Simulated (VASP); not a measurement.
**SiC (zincblende): a PBE single-point calculation in VASP**

INCAR

```
PREC = Accurate
ISIF = 2
NSW = 0
SIGMA = 0.02
GGA = PE
ENCUT = 520
NBANDS = 11
EDIFF = 1E-7
LWAVE = .FALSE.
LREAL = .FALSE.
NELM = 120
IBRION = -1
LASPH = .TRUE.
ISMEAR = -1
LCHARG = .FALSE.
```

KPOINTS

```
KPOINTS created by Atomic Simulation Environment
0
Gamma
10 10 10
0 0 0
```

KPOINTS_OPT

```
special points
6
Reciprocal
0.0000000000 0.0000000000 0.0000000000 1
0.5000000000 0.0000000000 0.5000000000 1
0.5000000000 0.2500000000 0.7500000000 1
0.3750000000 0.3750000000 0.7500000000 1
0.5000000000 0.5000000000 0.5000000000 1
0.6250000000 0.2500000000 0.6250000000 1
```

POSCAR

```
Si C
 1.0000000000000000
    -0.0000000000000000    2.1780523603502222    2.1780523603502222
     2.1780523603502222   -0.0000000000000000    2.1780523603502222
     2.1780523603502222    2.1780523603502222    0.0000000000000000
 Si  C
   1   1
Cartesian
  0.0000000000000000 -0.0000000000000000 -0.0000000000000000
  1.0890261801751111  1.0890261801751111  1.0890261801751111
```

VASP ran with the recommended PBE PAW datasets (8 valence electrons in the cell).

Command

```
mpirun -np 1 vasp_std
```

OSZICAR

```
N       E                     dE             d eps       ncg     rms          rms(c)
DAV:   1     0.284984840179E+01    0.28498E+01   -0.41119E+03  1082   0.623E+02
DAV:   2    -0.163748862453E+02   -0.19225E+02   -0.18505E+02  1339   0.109E+02
DAV:   3    -0.169137513656E+02   -0.53887E+00   -0.53807E+00  1280   0.151E+01
DAV:   4    -0.169157626290E+02   -0.20113E-02   -0.20112E-02  1177   0.119E+00
DAV:   5    -0.169157716597E+02   -0.90307E-05   -0.90306E-05  1290   0.740E-02    0.882E+00
DAV:   6    -0.151144828000E+02    0.18013E+01   -0.64948E+00  1151   0.114E+01    0.392E+00
DAV:   7    -0.150646753084E+02    0.49807E-01   -0.38820E-01  1229   0.356E+00    0.179E+00
DAV:   8    -0.150569309010E+02    0.77444E-02   -0.20448E-02  1175   0.950E-01    0.172E-01
DAV:   9    -0.150570279267E+02   -0.97026E-04   -0.16650E-03  1255   0.232E-01    0.113E-01
DAV:  10    -0.150571384473E+02   -0.11052E-03   -0.24123E-04  1175   0.943E-02    0.266E-02
DAV:  11    -0.150571406848E+02   -0.22374E-05   -0.42981E-05  1232   0.341E-02    0.704E-03
DAV:  12    -0.150571410945E+02   -0.40979E-06   -0.20213E-06  1181   0.845E-03    0.114E-03
DAV:  13    -0.150571411228E+02   -0.28277E-07   -0.98514E-08  1098   0.213E-03
   1 F= -.15057141E+02 E0= -.15057141E+02  d E =-.538971E-12
       N       E                     dE             ncg
DAV:   1     0.582578755698E+03   -0.16211E+04      132
DAV:   2     0.470928597671E+03   -0.11165E+03      174
DAV:   3     0.468315612889E+03   -0.26130E+01      168
DAV:   4     0.468307035128E+03   -0.85778E-02      159
DAV:   5     0.468306999319E+03   -0.35809E-04      167
DAV:   6     0.468306999099E+03   -0.21988E-06      162
DAV:   7     0.468306999097E+03   -0.16759E-08      161
```

From OUTCAR

```
k-points           NKPTS =     47   k-points in BZ     NKDIM =     47   number of bands    NBANDS=     11

   NELECT =       8.0000    total number of electrons

   dimension x,y,z NGX =    24 NGY =   24 NGZ =   24
   dimension x,y,z NGXF=    48 NGYF=   48 NGZF=   48

  energy-cutoff  :      520.00
  volume of cell :       20.66
      direct lattice vectors                 reciprocal lattice vectors
     0.000000000  2.178052360  2.178052360    -0.229562893  0.229562893  0.229562893
     2.178052360  0.000000000  2.178052360     0.229562893 -0.229562893  0.229562893
     2.178052360  2.178052360  0.000000000     0.229562893  0.229562893 -0.229562893

 k-points in reciprocal lattice and weights: KPOINTS created by Atomic Simulation Env
   0.00000000  0.00000000  0.00000000       0.001
   0.10000000  0.00000000  0.00000000       0.008
   0.20000000  0.00000000  0.00000000       0.008
   0.30000000  0.00000000  0.00000000       0.008
   0.40000000  0.00000000  0.00000000       0.008
   0.50000000  0.00000000  0.00000000       0.004
   0.10000000  0.10000000  0.00000000       0.006
   0.20000000  0.10000000  0.00000000       0.024
   ...

 E-fermi :   8.5709

 k-point     1 :       0.0000    0.0000    0.0000
  band No.  band energies     occupation
      1      -7.2919      2.00000
      2       8.1216      2.00000
      3       8.1216      2.00000
      4       8.1216      2.00000
      5      14.3709      0.00000
      6      15.4381      0.00000
      7      15.4381      0.00000
      8      15.4381      0.00000
      9      22.6358      0.00000
     10      22.6358      0.00000
     11      24.6227      0.00000

 k-point     2 :       0.1000    0.0000    0.0000
  band No.  band energies     occupation
      1      -7.0963      2.00000
      2       7.1130      2.00000
      3       7.9879      2.00000
      4       7.9879      2.00000
      5      14.6301      0.00000
      6      15.6815      0.00000
      7      15.6815      0.00000
      8      15.7145      0.00000
      9      21.6884      0.00000
     10      21.6884      0.00000
     11      24.4171      0.00000

 k-point     3 :       0.2000    0.0000    0.0000
  band No.  band energies     occupation
      1      -6.5183      2.00000
      2       4.9927      2.00000
      3       7.6811      2.00000
      4       7.6811      2.00000
      5      14.3383      0.00000
      6      16.0406      0.00000
      7      16.0406      0.00000
      8      16.9170      0.00000
      9      21.0244      0.00000
     10      21.0244      0.00000
     11      23.5282      0.00000

 k-point     4 :       0.3000    0.0000    0.0000
  band No.  band energies     occupation
      1      -5.5936      2.00000
      2       2.6788      2.00000
      3       7.3650      2.00000
      4       7.3650      2.00000
      5      13.9290      0.00000
      6      15.9011      0.00000
      7      15.9011      0.00000
      8      17.8882      0.00000
      9      21.8477      0.00000
     10      21.8477      0.00000
     11      23.2661      0.00000

 k-point     5 :       0.4000    0.0000    0.0000
  band No.  band energies     occupation
      1      -4.4495      2.00000
      2       0.6234      2.00000
      3       7.1462      2.00000
      4       7.1462      2.00000
      5      13.6585      0.00000
      6      15.5223      0.00000
      7      15.5223      0.00000
      8      18.1770      0.00000
      9      23.7779      0.00000
     10      23.7779      0.00000
     11      23.8629      0.00000

 k-point     6 :       0.5000    0.0000    0.0000
  band No.  band energies     occupation
      1      -3.7209      2.00000
      2      -0.4197      2.00000
      3       7.0696      2.00000
      4       7.0696      2.00000
      5      13.5676      0.00000
      6      15.3541      0.00000
      7      15.3541      0.00000
      8      18.1833      0.00000
      9      24.3363      0.00000
     10      25.3687      0.00000
     11      25.3687      0.00000

 k-point     7 :       0.1000    0.1000    0.0000
  band No.  band energies     occupation
      1      -7.0311      2.00000
      2       7.3670      2.00000
      3       7.6486      2.00000
      4       7.6486      2.00000
      5      14.6099      0.00000
      6      15.1722      0.00000
      7      16.1441      0.00000
      8      16.1441      0.00000
      9      20.2673      0.00000
     10      22.9300      0.00000
     11      25.6091      0.00000

 k-point     8 :       0.2000    0.1000    0.0000
  band No.  band energies     occupation
      1      -6.5802      2.00000
      2       5.7133      2.00000
      3       7.2188      2.00000
      4       7.4985      2.00000
      5      14.2639      0.00000
      6      15.5425      0.00000
      7      16.7550      0.00000
      8      16.7682      0.00000
      9      19.5496      0.00000
     10      22.6277      0.00000
     11      25.0593      0.00000

 k-point     9 :       0.3000    0.1000    0.0000
  band No.  band energies     occupation
      1      -5.7682      2.00000
      2       3.5093      2.00000
      3       6.8800      2.00000
      4       7.1283      2.00000
      5      13.9754      0.00000
      6      15.7513      0.00000
      7      16.8666      0.00000
      8      17.1113      0.00000
      9      20.4283      0.00000
     10      23.0401      0.00000
     11      24.4184      0.00000

 k-point    10 :       0.4000    0.1000    0.0000
  band No.  band energies     occupation
      1      -4.6768      2.00000
      2       1.3755      2.00000
      3       6.6830      2.00000
      4       6.7252      2.00000
      5      13.7334      0.00000
      6      15.3617      0.00000
      7      16.4284      0.00000
      8      18.1935      0.00000
      9      21.6149      0.00000
     10      24.5994      0.00000
     11      24.7149      0.00000

 k-point    11 :       0.5000    0.1000    0.0000
  band No.  band energies     occupation
      1      -3.6774      2.00000
      2      -0.1261      2.00000
      3       6.3225      2.00000
      4       6.7798      2.00000
      5      13.7156      0.00000
      6      15.1005      0.00000
      7      15.9872      0.00000
      8      18.8536      0.00000
      9      23.0720      0.00000
     10      25.3409      0.00000
     11      25.3810      0.00000

 k-point    12 :      -0.4000    0.1000    0.0000
  band No.  band energies     occupation
      1      -3.9433      2.00000
      2       0.2432      2.00000
      3       6.1362      2.00000
      4       7.0233      2.00000
      5      13.9504      0.00000
      6      15.1488      0.00000
      7      15.8137      0.00000
      8      18.8419      0.00000
      9      23.2439      0.00000
     10      23.7753      0.00000
     11      25.6566      0.00000

 k-point    13 :      -0.3000    0.1000    0.0000
  band No.  band energies     occupation
      1      -5.0625      2.00000
      2       2.0567      2.00000
      3       6.1759      2.00000
      4       7.3956      2.00000
      5      14.3258      0.00000
      6      15.5489      0.00000
      7      15.9192      0.00000
      8      18.1913      0.00000
      9      21.0565      0.00000
     10      23.1714      0.00000
     11      25.1035      0.00000

 k-point    14 :      -0.2000    0.1000    0.0000
  band No.  band energies     occupation
      1      -6.0771      2.00000
      2       4.2395      2.00000
      3       6.4738      2.00000
      4       7.7897      2.00000
      5      14.7546      0.00000
      6      15.8994      0.00000
      7      16.0054      0.00000
      8      17.2265      0.00000
      9      19.8722      0.00000
     10      22.2314      0.00000
     11      24.9420      0.00000

 k-point    15 :      -0.1000    0.1000    0.0000
  band No.  band energies     occupation
      1      -6.7731      2.00000
      2       6.1705      2.00000
      3       7.1245      2.00000
      4       8.0407      2.00000
      5      15.0366      0.00000
      6      15.3888      0.00000
      7      15.7465      0.00000
      8      16.7215      0.00000
      9      20.2505      0.00000
     10      21.7098      0.00000
     11      25.5080      0.00000

 k-point    16 :       0.2000    0.2000    0.0000
  band No.  band energies     occupation
      1      -6.2595      2.00000
      2       5.7321      2.00000
      3       6.6753      2.00000
      4       6.6753      2.00000
      5      13.0952      0.00000
      6      15.2098      0.00000
      7      17.7728      0.00000
      8      17.7728      0.00000
      9      18.9888      0.00000
     10      23.8046      0.00000
     11      27.4857      0.00000

 ...

  Total        0.4521811      0.4521811      0.4521811     -0.0000000     -0.0000000      0.0000000
  in kB       35.0580769     35.0580769     35.0580769     -0.0000000     -0.0000000      0.0000000
  external PRESSURE =      35.0580769 kB  Pullay stress =       0.0000000 kB

 POSITION                                       TOTAL-FORCE (eV/Angst)
 -----------------------------------------------------------------------------------
      0.00000      0.00000      0.00000        -0.000000     -0.000000     -0.000000
      1.08903      1.08903      1.08903         0.000000      0.000000      0.000000
 -----------------------------------------------------------------------------------
    total drift:                                0.000000      0.000000      0.000000

  FREE ENERGIE OF THE ION-ELECTRON SYSTEM (eV)
  ---------------------------------------------------
  free  energy   TOTEN  =       -15.0571411228 eV

  energy  without entropy=      -15.0571411228  energy(sigma->0) =      -15.05714112
```

- gap between bands v and c: 1.36 eV
- least direct gap: 4.54 eV
- pressure: 3.5 GPa

Band v is the last that the valence electrons fill when counted band by band, and c is the next.

The run took about 12 s on one core of a shared host (Intel Xeon Platinum 8488C) and held 0.13 GiB at most.
